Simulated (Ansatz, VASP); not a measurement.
**One calculation of ZrC7, two programs**

The input INCAR:

```
SYSTEM = ZrC7
PREC     = Accurate       ! precision mode
ENCUT    = 520            ! plane-wave cutoff, eV
EDIFF    = 1E-7           ! SCF threshold, eV
ISMEAR   = 0              ! smearing method
SIGMA    = 0.1            ! smearing width, eV
LREAL    = .False.        ! projectors in reciprocal space
LASPH    = .True.         ! aspherical terms in the spheres
NELM     = 100            ! most SCF steps
ALGO     = Normal         ! electronic algorithm
ISIF     = 2              ! what is computed and relaxed
LWAVE    = .False.        ! write WAVECAR
LCHARG   = .False.        ! write CHGCAR
GGA      = PE             ! functional
NBANDS   = 30             ! bands
```

KPOINTS

```
regular mesh
0
Gamma
  4 4 4
  0 0 0
```

File POSCAR:

```
ZrC7
1.0
    5.1740352200      0.0000000000      0.0000000000
    0.0000000000      5.1740352200      0.0000000000
    0.0000000000      0.0000000000      5.1740352200
Zr C
1 7
Direct
    0.0000000000      0.0000000000      0.0000000000
    0.2526152100      0.2526152100      0.2526152100
    0.0000000000      0.5000000000      0.5000000000
    0.5000000000      0.5000000000      0.0000000000
    0.5000000000      0.0000000000      0.5000000000
    0.7473847900      0.2526152100      0.7473847900
    0.7473847900      0.7473847900      0.2526152100
    0.2526152100      0.7473847900      0.7473847900
```

Input for Ansatz:

```yaml
crystal:
  lattice:
    - [5.17403522, 0.0, 0.0]
    - [0.0, 5.17403522, 0.0]
    - [0.0, 0.0, 5.17403522]
  atoms:
    - { symbol: Zr, position: [0.0, 0.0, 0.0] }
    - { symbol: C, position: [0.25261521, 0.25261521, 0.25261521] }
    - { symbol: C, position: [0.0, 0.5, 0.5] }
    - { symbol: C, position: [0.5, 0.5, 0.0] }
    - { symbol: C, position: [0.5, 0.0, 0.5] }
    - { symbol: C, position: [0.74738479, 0.25261521, 0.74738479] }
    - { symbol: C, position: [0.74738479, 0.74738479, 0.25261521] }
    - { symbol: C, position: [0.25261521, 0.74738479, 0.74738479] }
basis:
  ecutwfc: 420
kpoints:
  mp_grid: { grid: [4, 4, 4] }
hamiltonian:
  xc: pbe
scf:
  occupations: { method: gaussian, width: 0.1 }
  lower_state_search: "off"
output:
  forces: true
  stress: true
  eigenvalues: true
```

Change from the starting cell: species swapped into the Si7Ge type (P-43m, No. 215).

Alike in both runs: task single point; functional PBE; k mesh 4 × 4 × 4; occupations gaussian, width 0.1 eV; no spin polarisation.

|  | VASP | Ansatz |
| --- | --- | --- |
| version | VASP 6.6.1 | Ansatz 0.2.0 |
| potentials or method | VASP PAW PBE potentials, release 64 (Zr_sv, C) | scalar-relativistic, plane waves, PAW |
| plane-wave cutoff (eV) | 520 | 420 |
| valence electrons in the cell | 40 | 40 |

VASP gave:

- gap on the k mesh at the Fermi level (eV): 0.45
- least direct gap on the mesh (eV): 0.75
- rms of the force components (eV/Å): 0.527

Estimate Ansatz's values.

gap on the k mesh at the Fermi level (eV): 0.45; least direct gap on the mesh (eV): 0.75; rms of the force components (eV/Å): 0.523.

Atom by atom the forces differ by 0.003 eV/Å (rms over components). The functional is the same, so the differences come from potentials, cutoffs and numerics.

Caveats: forces of over 1 eV/Å show positions far from the minimum, so gaps and moduli don't describe the material at rest.
